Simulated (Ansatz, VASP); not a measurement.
Pd in VASP and in Ansatz

```xyz
1
Lattice="-1.6024 1.6024 1.6024 1.6024 -1.6024 1.6024 1.6024 1.6024 -1.6024" Properties=species:S:1:pos:R:3 pbc="T T T"
Pd    0.0000    0.0000    0.0000
```

Alike in both runs: task single point; functional PBEsol; k mesh 16 × 16 × 16; occupations fermi-dirac, width 0.1 eV; no spin polarisation.

|  | VASP | Ansatz |
| --- | --- | --- |
| version | VASP 6.6.1 | Ansatz 0.2.0 |
| potentials or method | VASP PAW PBE potentials, release 64 (Pd) | plane waves (420 eV) with PAW, scalar-relativistic |
| plane-wave cutoff (eV) | 520 | 420 |
| valence electrons in the cell | 10 | 18 |

```tsv
	VASP	Ansatz	Ansatz less VASP
pressure (GPa)	-16.6	-16.4	+0.20
```

The two sets of potentials don't hold the same shells in valence. Ansatz warned: «pseudo_functional_mismatch».

Caveats: so large a pressure means that the cell lies far from this level's equilibrium, or that cutoff or potentials fall short (VASP); the potentials were made for another functional, which shifts forces and pressure (VASP).
